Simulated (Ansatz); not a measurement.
# Bi2Te3: pressure against volume scale

All results are calculated (Ansatz 0.2.0). Periodic Kohn-Sham DFT of a crystal at fixed atoms, scaled to volume_scale times the given cell; pressure positive in compression, energy less spherical unpolarised free atoms, largest_vzz the field gradient of largest size among the nuclei.

The cell before it is scaled or strained (space group R-3m, No. 166):
```
cell vectors (Å)
   2.1930     1.2661    10.1657
  -2.1930     1.2661    10.1657
   0.0000    -2.5323    10.1657
atoms (fractions of the cell vectors)
Bi  0.40000  0.40000  0.40000
Bi  0.60000  0.60000  0.60000
Te  0.00000  0.00000  0.00000
Te  0.20950  0.20950  0.20950
Te  0.79050  0.79050  0.79050
```

Settings of every row: method frozen-core PAW; functional PBE; relativity scalar; k mesh 7x7x7; filling fermi-dirac; smearing width 0.08 eV; wave cutoff 420 eV; paw set soft_2.

Atom start moment: 0 on all atoms.

Limits: a layered crystal: even scaling strains the bonds within the layers, so this curve is stiffer than the crystal under pressure; field gradient without spin-orbit coupling on heavy atoms; no spin-orbit coupling on heavy atoms; small gap, it may come from the mesh.

| row | volume scale | V (Å³/atom) | pressure (GPa) | largest V_zz (1e21 V/m^2) |
| --- | --- | --- | --- | --- |
| 1 | 0.94 | 31.839 | 5.824 | 9.94 |
| 2 | 0.96 | 32.517 | 4.374 | 9.942 |
| 3 | 0.98 | 33.194 | ? | ? |
| 4 | 0.99 | 33.533 | 2.472 | 9.932 |
| 5 | 1 | 33.871 | 1.904 | 9.925 |
| 6 | 1.01 | 34.21 | 1.365 | 9.92 |
| 7 | 1.02 | 34.549 | 0.855 | 9.913 |
| 8 | 1.04 | 35.227 | -0.086 | 9.902 |
| 9 | 1.06 | 35.904 | -0.932 | 9.882 |

Question: what pressure should row 3 give?

Worked fit of pressure. Take u = (V_r/V)^(2/3) − 1 with V_r = 34.041 Å³ an atom, which is twice the finite (Eulerian) strain; such expansions in the strain, on which the Birch-Murnaghan equation of state is built, carry the rest volume and the bulk modulus. The shown rows have u = 0.04559, 0.03101, 0.01007, 0.00334, -0.0033, -0.00983, -0.02257, -0.0349. Least squares give pressure = 1.6309 + 81.176 × u + 228.54 × u² + 184 × u³ GPa; a parabola predicts inner rows, each left out in turn, worse (root mean square 0.0029 against 0.00093 GPa). The rows lie off it by 0.000, 0.001, 0.000, -0.001, -0.001, 0.000, 0.001, 0.000. The pressure vanishes at u = -0.0214, or V = 35.16 Å³ an atom, and there the bulk modulus at fixed shape and fractions is B = −V dP/dV = (2/3)(1 + u) dP/du = 46.8 GPa. Letting shape and atoms relax would as a rule lower it, by much in layered, chain or molecular crystals. The withheld row has u = 0.01694, so the fit gives 1.6309 + 81.176 × (0.01694) + 228.54 × (0.01694)² + 184 × (0.01694)³ = 3.072 GPa.

The calculation gave 3.072 GPa. The fit meets it to the printed digit.

The other values of row 3: largest V_zz 9.934 1e21 V/m^2.
